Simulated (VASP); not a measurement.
# TaC (Fm-3m) in VASP: notebook, part 2 of 2

VASP 6.6.1. The steps go on from the part before.

### 6 Relaxation of the atoms, PBEsol (a relaxed cell with its volume scaled by 1.02)

INCAR reads:

```
PREC = Accurate ; ENCUT = 600
EDIFF = 1E-7 ; ISMEAR = 1
SIGMA = 0.1 ; LREAL = False
LASPH = True ; NELM = 80
ALGO = Fast ; ISIF = 2
LWAVE = False ; LCHARG = False
GGA = PS ; IBRION = 2
NSW = 40 ; EDIFFG = -0.01
```

KPOINTS reads:

```
Automatic mesh
0
Gamma
  14 14 14
```

POSCAR reads:

```
TaC                                     
1.0
    0.0000000000      2.2362295748      2.2362295748
    2.2362295748      0.0000000000      2.2362295748
    2.2362295748      2.2362295748      0.0000000000
  Ta              C             
     1     1
Direct
     0.0000000000000000    0.0000000000000000    0.0000000000000000
     0.5000000000000000    0.5000000000000000    0.5000000000000000
```

Potentials or basis: VASP PAW PBE potentials, release 64 (Ta_pv, C).

Run with:

```
$ cat potpaw_PBE.64/Ta_pv/POTCAR potpaw_PBE.64/C/POTCAR > POTCAR
$ mpirun -np 1 vasp_std > vasp.out
```

OUTCAR:

```text
PREC = Accurate
   ENCUT = 600
   EDIFF = 1E-7
   ISMEAR = 1
   LREAL = False
   LASPH = True
   NELM = 80
   ISIF = 2
   GGA = PS
   IBRION = 2
   NSW = 40
   EDIFFG = -0.01

 ion  position               nearest neighbor table
   1  0.000  0.000  0.000-   2 2.24   2 2.24   2 2.24   2 2.24   2 2.24   2 2.24
   2  0.500  0.500  0.500-   1 2.24   1 2.24   1 2.24   1 2.24   1 2.24   1 2.24

  LATTYP: Found a face centered cubic cell.
 ALAT       =     4.4724591496

  Lattice vectors:

 A1 = (   0.0000000000,   2.2362295748,   2.2362295748)
 A2 = (   2.2362295748,   0.0000000000,   2.2362295748)
 A3 = (   2.2362295748,   2.2362295748,   0.0000000000)

Analysis of symmetry for initial positions (statically):
=====================================================================
 Subroutine PRICEL returns:
 Original cell was already a primitive cell.

 Routine SETGRP: Setting up the symmetry group for a
 face centered cubic supercell.

 Subroutine GETGRP returns: Found 48 space group operations
 (whereof 48 operations were pure point group operations)
 out of a pool of 48 trial point group operations.

The static configuration has the point symmetry O_h .

Analysis of symmetry for dynamics (positions and initial velocities):
=====================================================================
 Subroutine PRICEL returns:
 Original cell was already a primitive cell.

 Routine SETGRP: Setting up the symmetry group for a
 face centered cubic supercell.

 Subroutine GETGRP returns: Found 48 space group operations
 (whereof 48 operations were pure point group operations)
 out of a pool of 48 trial point group operations.

The dynamic configuration has the point symmetry O_h .

 Subroutine INISYM returns: Found 48 space group operations
 (whereof 48 operations are pure point group operations),
 and found     1 'primitive' translations

[... 123 lines left out ...]
   LEPSILON=     F    determine dielectric tensor
   LRPA    =     F    only Hartree local field effects (RPA)
 conjugate gradient relaxation of ions
 non-spin polarized calculation
 RMM-DIIS sequential band-by-band and
 Methfessel and Paxton  Order N= 1 SIGMA  =   0.10
  energy-cutoff  :      600.00
  volume of cell :       22.37
 maximum number of plane-waves:       760
 NGX is ok and might be reduce to    28
   NGX = 13   NGY = 13   NGZ = 13

 number of electron      15.0000000 magnetization

 Free energy of the ion-electron system (eV)
  ---------------------------------------------------
  ext. energy  EPLUGINS =         0.00000000
  ---------------------------------------------------
  free energy    TOTEN  =       -23.50999847 eV

  energy without entropy =      -23.50966508  energy(sigma->0) =      -23.50988734

 E-fermi :   8.2131     XC(G=0): -13.2650

 val. band max:        8.1824214793   @ k =  -0.2143   0.1429   0.0000
 cond. band min:       8.2383698555   @ k =   0.1429   0.0714   0.0000
 fundamental gap:      0.0559483763
 Fermi energy:         8.2131162779

 k-point     1 :       0.0000    0.0000    0.0000
  band No.  band energies     occupation
      1     -26.8972      2.00000
      2     -26.8972      2.00000
      3     -26.8972      2.00000
      4      -6.5872      2.00000
      5       6.7898      2.00000
      6       6.7898      2.00000
      7       6.7898      2.00000
      8       7.6832      2.00000
      9       7.6832      2.00000
     10       7.6832      2.00000
     11       8.7528     -0.00000
[... 309 lines left out ...]
 k-point    24 :       0.2857    0.1429    0.0000
  band No.  band energies     occupation
      1     -27.2419      2.00000
      2     -26.9853      2.00000
      3     -26.9741      2.00000
      4      -4.8429      2.00000
      5       2.4111      2.00000
      6       4.1444      2.00000
      7       4.8382      2.00000
      8       6.9195      2.00000
      9       9.6158     -0.00000
     10      10.4296      0.00000
     11      12.1135      0.00000

 [... further k-points ...]

------------------------ aborting loop because EDIFF is reached ----------------------------------------

  FORCE on cell =-STRESS in cart. coord.  units (eV):
  Direction    XX          YY          ZZ          XY          YZ          ZX
  --------------------------------------------------------------------------------------
  -------------------------------------------------------------------------------------
  Total       -0.9136139     -0.9136139     -0.9136139      0.0000000      0.0000000     -0.0000000
  in kB      -65.4476596    -65.4476596    -65.4476596      0.0000000      0.0000000     -0.0000000
  external PRESSURE =     -65.4476596 kB  Pullay stress =       0.0000000 kB

 VOLUME and BASIS-vectors are now :
 -----------------------------------------------------------------------------
  energy-cutoff  :      600.00
  volume of cell :       22.37
      direct lattice vectors                 reciprocal lattice vectors
     0.000000000  2.236229575  2.236229575    -0.223590639  0.223590639  0.223590639
     2.236229575  0.000000000  2.236229575     0.223590639 -0.223590639  0.223590639
     2.236229575  2.236229575  0.000000000     0.223590639  0.223590639 -0.223590639

 POSITION                                       TOTAL-FORCE (eV/Angst)
 -----------------------------------------------------------------------------------
      0.00000      0.00000      0.00000         0.000000      0.000000      0.000000
      2.23623      2.23623      2.23623        -0.000000     -0.000000     -0.000000
 -----------------------------------------------------------------------------------
    total drift:                                0.000000      0.000000      0.000000

  FREE ENERGIE OF THE ION-ELECTRON SYSTEM (eV)
  ---------------------------------------------------
  free  energy   TOTEN  =       -23.5099984743 eV

  energy  without entropy=      -23.5096650778  energy(sigma->0) =      -23.50988734

 reached required accuracy - stopping structural energy minimisation
```

OSZICAR:

```text
N       E                     dE             d eps       ncg     rms          rms(c)
DAV:   1     0.821660826373E+02    0.82166E+02   -0.89903E+03  2288   0.149E+03
DAV:   2    -0.231948156467E+02   -0.10536E+03   -0.10066E+03  2640   0.333E+02
DAV:   3    -0.267164500045E+02   -0.35216E+01   -0.34541E+01  2928   0.533E+01
DAV:   4    -0.267649348543E+02   -0.48485E-01   -0.48145E-01  2713   0.593E+00
DAV:   5    -0.267656363857E+02   -0.70153E-03   -0.70136E-03  2859   0.606E-01    0.242E+01
RMM:   6    -0.234644332466E+02    0.33012E+01   -0.10434E+01  2398   0.218E+01    0.962E+00
RMM:   7    -0.235411622822E+02   -0.76729E-01   -0.15646E+00  2414   0.873E+00    0.525E+00
RMM:   8    -0.235211174934E+02    0.20045E-01   -0.19771E-01  2342   0.318E+00    0.736E-01
RMM:   9    -0.235103101329E+02    0.10807E-01   -0.99997E-02  2358   0.192E+00    0.210E-01
RMM:  10    -0.235104287081E+02   -0.11858E-03   -0.11562E-02  2376   0.861E-01    0.174E-01
RMM:  11    -0.235099653213E+02    0.46339E-03   -0.21092E-03  2397   0.384E-01    0.529E-02
RMM:  12    -0.235099916661E+02   -0.26345E-04   -0.35280E-04  2387   0.163E-01    0.387E-02
RMM:  13    -0.235099965478E+02   -0.48817E-05   -0.77785E-05  2486   0.790E-02    0.369E-03
RMM:  14    -0.235099980803E+02   -0.15326E-05   -0.19028E-05  2475   0.382E-02    0.823E-03
RMM:  15    -0.235099983290E+02   -0.24866E-06   -0.46053E-06  2343   0.206E-02    0.719E-04
RMM:  16    -0.235099984314E+02   -0.10239E-06   -0.13681E-06  2149   0.105E-02    0.686E-04
RMM:  17    -0.235099984743E+02   -0.42902E-07   -0.36795E-07  1587   0.476E-03
   1 F= -.23509998E+02 E0= -.23509887E+02  d E =-.235100E+02
```

Run time: 38 s. Hardware: 1 thread of Intel Xeon Platinum 8259CL at 2.50GHz (Skylake/Cascade Lake), shared host; peak memory 0.18 GiB.

What came out:

```yaml
Free_energy: -23.5100 eV
Pressure_after_relaxing: -6.5 GPa
Band_gap_on_the_k_mesh: none (metal or under the smearing width)
```

Final structure:
```
Ta C
1.0
     0.00000    2.23623    2.23623
     2.23623    0.00000    2.23623
     2.23623    2.23623    0.00000
Ta C
1 1
Cartesian
  0.0000 0.0000 0.0000
  2.2362 2.2362 2.2362
```

Caveat: the relaxation stopped at its first step, so nothing moved; the PAW data sets were made with another functional, which shifts forces and pressure a little.

### 7 The runs side by side

| cell | gap on the mesh (eV) | pressure (GPa) |
| --- | --- | --- |
| atoms relaxed from: a relaxed cell with its volume scaled by 0.94 | none | 24.3 |
| atoms relaxed from: a relaxed cell with its volume scaled by 0.96 | none | 15.4 |
| atoms relaxed from: a relaxed cell with its volume scaled by 0.98 | none | 7.3 |
| atoms relaxed | none | 0.0 |
| atoms relaxed from: a relaxed cell with its volume scaled by 1.02 | none | -6.5 |

Alike in all rows: task relaxation of the atoms; level PBEsol; potentials or basis VASP PAW PBE potentials, release 64 (Ta_pv, C); no spin polarisation; k mesh 14 × 14 × 14; cutoff (eV) 600; smearing methfessel-paxton 0.1 eV.

Caveats: the relaxation stopped at its first step, so nothing moved; the PAW data sets were made with another functional, which shifts forces and pressure a little.

Total energies depend on the potentials used, so only differences within one code and one set of settings carry meaning.
